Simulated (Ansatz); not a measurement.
# Cd (fcc): from the first guess to the electronic structure, part 2 of 2

Task: find the zero-pressure cell of Cd (fcc) and describe its electrons. Whether the element takes this structure at low temperature is a separate question.

Ansatz 0.2.0; DFT HSE06, scalar-relativistic, plane waves, PAW (the target; the first runs use scalar-relativistic PBE). Earlier steps stand in the parts before.

## Step 6: Next volume: 22.689 Å³/atom

This is Cd in the fcc structure; at room conditions it is hcp.

Contents of input.yaml:

```yaml
crystal:
  lattice:
    - [0.0, 2.2469460705, 2.2469460705]
    - [2.2469460705, 0.0, 2.2469460705]
    - [2.2469460705, 2.2469460705, 0.0]
  atoms:
    - { symbol: Cd, position: [0.0, 0.0, 0.0] }
basis:
  ecutwfc: 420
  ecutrho_ratio: 4
kpoints:
  mp_grid: { grid: [8, 8, 8] }
hamiltonian:
  xc: hse06
scf:
  occupations: { method: gaussian, width: 0.05 }
output:
  forces: true
  stress: true
  eigenvalues: true
```

Standard output, cut to the lines that bear on the results:

```text
Warning: output.stress: scf.convergence.dr2_threshold = 1e-7 eV (the SCF's general default) is looser than the 1e-10 eV advised for a printed stress (1e-10 eV for each atom of the cell: 1). What an SCF threshold leaves in a stress goes as its square root, and in the free energy as the [...]
Warning: output.stress: scf.exx.energy_threshold = 1e-6 eV is looser than the 1e-8 eV advised for a stress under a hybrid functional (1e-8 eV for each atom of the cell: 1). Every SCF of the exchange loop can meet its threshold on dr2 while the loop round them stops early: no threshold on [...]
Warning: RAYON_NUM_THREADS=4 ignored (pool sized by the plan → 4); use --threads N
[...]
Pseudopotentials: kind: paw
Pseudopotential: Cd, paw, valence charge 20, recommended cutoff 420 eV (normal), Cd.paw.azcp
Functional definition: HSE06
[...]
Crystal: 1 atoms, lattice volume = 22.689 Å³
Basis set: ecut = 420 eV, 459 PW (Γ), exchange–correlation on 48×48×48 points (8 copies of the dense FFT grid, shifted against one another)
Bands: 14, of which v1, the nominal top of the filled ones, is band 10 counted from 1 (9 counted from 0)
Symmetry: 48 space group operations
[...]
Frozen-core exchange: fock
[...]
SCF iter   2: F=-8258.101825 eV  HF=-8258.101825 eV  |F-HF|=4.99e-9  |Δ(HF+E_count)|=   1.12e-7  Δρ=9.88e-6  dr2=1.04e-8  ethr=1.49e-9  ⟨swp⟩=3.0  Hψ=897  notcnv=0
[...]
hybrid outer 2: dexx = +1.442e-7 eV, tail = 4.11e-8 eV, Δε = 2.29e-3 eV (about 1.27e-4 eV left of the loop's levels)
hybrid SCF converged: 2 outer / 9 inner (+5 warm-up), last move |dexx| = 1.44e-7 eV, tail = 4.11e-8 eV
Stability not checked: this state was not tested for a lower state beside it, because the functional holds exact exchange (a hybrid, or Hartree-Fock), whose exchange loop this test does not read (fock_operator; see scf.lower_state_search)
Free energy (F): -8258.101825 eV
Frozen-core exchange: fock
[...]
E sigma→0 (E₀):  -8258.101570 eV
Entropy (-TS):   -0.000509 eV (-0.509 meV/atom)
Fermi energy:    13.388955 eV
[...]
--- Forces (eV/Å), atoms counted from 1 ---
  atom   1  Cd     0.00000000    -0.00000000     0.00000000
[...]
--- Stress (GPa, compression-positive) ---
       -0.644620       0.000000       0.000000
        0.000000      -0.644620      -0.000000
        0.000000       0.000000      -0.644620
  P = ⅓ Tr σ = -0.6446 GPa (-6.446 kbar)
--- Band table (eV; the first three rows and the last of 29) ---
  k-point 0: bands = ["-94.8499", "-54.5297", "-54.5297", "-54.5297", "2.8882", "2.8882", "2.8882", "3.3203", "3.3203", "4.0598", "27.4854", "28.9937", "28.9937", "28.9937"]
[...]
```

Run time: 13 s. Hardware: 4 threads of an Arm CPU, shared host; peak memory 1.2 GiB.

Result: volume 22.689 Å³/atom, pressure -0.64 GPa, no gap.

## Step 7: Next volume: 22.365 Å³/atom

Changes to input.yaml since step 6:

```diff
@@ -2,5 +2,5 @@
   lattice:
-    - [0.0, 2.2469460705, 2.2469460705]
-    - [2.2469460705, 0.0, 2.2469460705]
-    - [2.2469460705, 2.2469460705, 0.0]
+    - [0.0, 2.2362132368, 2.2362132368]
+    - [2.2362132368, 0.0, 2.2362132368]
+    - [2.2362132368, 2.2362132368, 0.0]
   atoms:
```

Standard output, cut to the lines that bear on the results:

```text
Warning: output.stress: scf.convergence.dr2_threshold = 1e-7 eV (the SCF's general default) is looser than the 1e-10 eV advised for a printed stress (1e-10 eV for each atom of the cell: 1). What an SCF threshold leaves in a stress goes as its square root, and in the free energy as the [...]
Warning: output.stress: scf.exx.energy_threshold = 1e-6 eV is looser than the 1e-8 eV advised for a stress under a hybrid functional (1e-8 eV for each atom of the cell: 1). Every SCF of the exchange loop can meet its threshold on dr2 while the loop round them stops early: no threshold on [...]
Warning: RAYON_NUM_THREADS=4 ignored (pool sized by the plan → 4); use --threads N
[...]
Pseudopotentials: kind: paw
Pseudopotential: Cd, paw, valence charge 20, recommended cutoff 420 eV (normal), Cd.paw.azcp
Functional definition: HSE06
[...]
Crystal: 1 atoms, lattice volume = 22.365 Å³
Basis set: ecut = 420 eV, 411 PW (Γ), exchange–correlation on 48×48×48 points (8 copies of the dense FFT grid, shifted against one another)
Bands: 14, of which v1, the nominal top of the filled ones, is band 10 counted from 1 (9 counted from 0)
Symmetry: 48 space group operations
[...]
Frozen-core exchange: fock
[...]
SCF iter   2: F=-8258.102459 eV  HF=-8258.102459 eV  |F-HF|=4.39e-9  |Δ(HF+E_count)|=   1.10e-7  Δρ=1.01e-5  dr2=1.06e-8  ethr=1.45e-9  ⟨swp⟩=3.1  Hψ=898  notcnv=0
[...]
hybrid outer 2: dexx = +1.451e-7 eV, tail = 4.20e-8 eV, Δε = 2.83e-3 eV (about 1.59e-4 eV left of the loop's levels)
hybrid SCF converged: 2 outer / 9 inner (+5 warm-up), last move |dexx| = 1.45e-7 eV, tail = 4.20e-8 eV
Stability not checked: this state was not tested for a lower state beside it, because the functional holds exact exchange (a hybrid, or Hartree-Fock), whose exchange loop this test does not read (fock_operator; see scf.lower_state_search)
Free energy (F): -8258.102459 eV
Frozen-core exchange: fock
[...]
E sigma→0 (E₀):  -8258.102205 eV
Entropy (-TS):   -0.000508 eV (-0.508 meV/atom)
Fermi energy:    13.658647 eV
[...]
--- Forces (eV/Å), atoms counted from 1 ---
  atom   1  Cd     0.00000000    -0.00000000     0.00000000
[...]
--- Stress (GPa, compression-positive) ---
        0.006128       0.000000       0.000000
        0.000000       0.006128      -0.000000
        0.000000       0.000000       0.006128
  P = ⅓ Tr σ = 0.0061 GPa (0.061 kbar)
--- Band table (eV; the first three rows and the last of 29) ---
  k-point 0: bands = ["-94.6153", "-54.2939", "-54.2939", "-54.2939", "3.1132", "3.1132", "3.1132", "3.5592", "3.5592", "4.2073", "27.7857", "29.3840", "29.3840", "29.3840"]
[...]
```

Wall time 13 s (4 threads of an Arm CPU, shared host); peak memory 1.2 GiB.

Read off: volume 22.365 Å³/atom, pressure 0.01 GPa, no gap.

## Step 8: The way to zero pressure

| step | level | mesh | relaxed | volume (Å³/atom) | pressure (GPa) |
| --- | --- | --- | --- | --- | --- |
| 2 | PBE | 8×8×8 | nothing | 21.612 | 2.80 |
| 3 | PBE | 8×8×8 | nothing | 22.015 | 1.77 |
| 4 | PBE | 8×8×8 | nothing | 22.826 | 0.06 |
| 5 | HSE06 | 8×8×8 | nothing | 22.826 | -0.90 |
| 6 | HSE06 | 8×8×8 | nothing | 22.689 | -0.64 |
| 7 | HSE06 | 8×8×8 | nothing | 22.365 | 0.01 |

How the cell compares, before and after:

| cell as typed | before | after | change |
| --- | --- | --- | --- |
| a (Å) | 3.127 | 3.162 | +1.1 % |
| b (Å) | 3.127 | 3.162 | +1.1 % |
| c (Å) | 3.127 | 3.162 | +1.1 % |
| volume (Å³/atom) | 21.612 | 22.365 | +3.5 % |
| shortest distance (Å) | 3.127 | 3.162 | +1.1 % |
| space group | Fm-3m | Fm-3m | same |

## Step 9: Bands and density of states at the final cell

Changes to input.yaml since step 7:

```diff
@@ -12,2 +12,7 @@
   mp_grid: { grid: [8, 8, 8] }
+  band_path:
+    path:
+      - [[0.0, 0.0, 0.0], [0.5, 0.0, 0.5], [0.625, 0.25, 0.625]]
+      - [[0.375, 0.375, 0.75], [0.0, 0.0, 0.0], [0.5, 0.5, 0.5], [0.5, 0.25, 0.75], [0.5, 0.0, 0.5]]
+    npoints: 4
 hamiltonian:
@@ -16,2 +21,3 @@
   occupations: { method: gaussian, width: 0.05 }
+  n_extra_bands: 7
 output:
@@ -20 +26,4 @@
   eigenvalues: true
+  populations: true
+  dos: { projected: true, de: 0.02 }
+  bader: false
```

Standard output, cut to the lines that bear on the results:

```text
Warning: output.stress: scf.convergence.dr2_threshold = 1e-7 eV (the SCF's general default) is looser than the 1e-10 eV advised for a printed stress (1e-10 eV for each atom of the cell: 1). What an SCF threshold leaves in a stress goes as its square root, and in the free energy as the [...]
Warning: output.stress: scf.exx.energy_threshold = 1e-6 eV is looser than the 1e-8 eV advised for a stress under a hybrid functional (1e-8 eV for each atom of the cell: 1). Every SCF of the exchange loop can meet its threshold on dr2 while the loop round them stops early: no threshold on [...]
Warning: RAYON_NUM_THREADS=4 ignored (pool sized by the plan → 4); use --threads N
scf.n_extra_bands = 7 over 10 filled bands (N_el = 20.0): the run solves 17 bands
[...]
Pseudopotentials: kind: paw
Pseudopotential: Cd, paw, valence charge 20, recommended cutoff 420 eV (normal), Cd.paw.azcp
Functional definition: HSE06
[...]
Crystal: 1 atoms, lattice volume = 22.365 Å³
Basis set: ecut = 420 eV, 411 PW (Γ), exchange–correlation on 48×48×48 points (8 copies of the dense FFT grid, shifted against one another)
[...]
hybrid outer 2: dexx = +1.410e-7 eV, tail = 3.19e-8 eV, Δε = 2.92e-3 eV (about 1.46e-4 eV left of the loop's levels)
NSCF: frozen V_eff on 26 k-points
hybrid SCF converged: 2 outer / 10 inner (+6 warm-up), last move |dexx| = 1.41e-7 eV, tail = 3.19e-8 eV
Stability not checked: this state was not tested for a lower state beside it, because the functional holds exact exchange (a hybrid, or Hartree-Fock), whose exchange loop this test does not read (fock_operator; see scf.lower_state_search)
Free energy (F): -8258.102459 eV
Frozen-core exchange: fock
[...]
E sigma→0 (E₀):  -8258.102205 eV
Entropy (-TS):   -0.000508 eV (-0.508 meV/atom)
Fermi energy:    13.658638 eV
[...]
--- Forces (eV/Å), atoms counted from 1 ---
  atom   1  Cd     0.00000000    -0.00000000    -0.00000000
[...]
--- Stress (GPa, compression-positive) ---
       -0.001488       0.000000      -0.000000
       -0.000000      -0.001488       0.000000
       -0.000000      -0.000000      -0.001488
  P = ⅓ Tr σ = -0.0015 GPa (-0.015 kbar)
--- Band table (eV; the first three rows and the last of 29) ---
  k-point 0: bands = ["-94.6152", "-54.2937", "-54.2937", "-54.2937", "3.1132", "3.1132", "3.1132", "3.5593", "3.5593", "4.2073", "27.7857", "29.3840", "29.3840", "29.3840", "32.9128", "32.9128", "32.9128"]
[...]
--- Löwdin populations: 1 site ---
  site symbol       q [e]
     0     Cd     19.5069
  spilling = 0.024654 (of n_electrons = 20.000000)
```

Wall time 87 s (4 threads of an Arm CPU, shared host); peak memory 1.2 GiB.

Read off: volume 22.365 Å³/atom, pressure 0.00 GPa, a metal on this mesh.

Band energies at the corners of the path (eV from the Fermi level), the three nearest on each side:

```csv
point,filled,empty
Γ,-9.45,
X,-0.60,1.90
U,,1.09 1.63 2.86
K,,1.09 1.63 2.86
L,-2.26 -1.14,
W,,2.51 2.51 2.76
```

Empty levels over 7.0 eV, where the set of bands solved is no longer complete, are left out.

Where fewer filled levels are listed, no further ones lie within 9 eV under the Fermi level in the band file.

Bands that cross the Fermi level on the path (counted from 0), with the number of crossings: 9: 4, 10: 2.

Counts of states by energy window, in eV from the Fermi level:

```
from  to  total  Cd 5s
  -7  -6   0.16   0.14
  -6  -5   0.18   0.16
  -5  -4   0.21   0.18
  -4  -3   0.24   0.18
  -3  -2   0.30   0.19
  -2  -1   0.29   0.16
  -1   0   0.30   0.13
   0   1   0.28   0.10
   1   2   0.26   0.08
   2   3   0.46   0.14
   3   4   0.33   0.07
   4   5   0.42   0.07
   5   6   0.48   0.04
```

Below -7 eV the file holds 3.3 more states, down to its end at -10 eV.

The projection uses the shells of the potentials' files: it has no valence p orbitals on Cd, so such weight is missing from the shares.

## Step 10: Results

The summary covers parts 1 to 2. Changes of volume or cell count from the first structure of part 1.

```
                 quantity                                                                      value
              space group                                                            Fm-3m (No. 225)
        conventional cell  a = 4.472 Å, b = 4.472 Å, c = 4.472 Å, α = 90.00°, β = 90.00°, γ = 90.00°
                   volume                                                             22.365 Å³/atom
                 pressure                                                                   0.00 GPa
                      gap                                                               none (metal)
states at the Fermi level                                                  about 0.3 per eV per cell
```

From the first run shown, the volume went from 21.61 to 22.37 Å³/atom (+3.5 %) in 6 runs, where the pressure is zero within 0.01 GPa. HSE06 puts the volume about 2 % below the PBE estimate. There is no gap at this level of theory, though with only 0.3 states per eV per cell at the Fermi level. The program warned that the SCF threshold is loose for the stress of this hybrid run. For a metal under a hybrid functional this mesh is coarse.
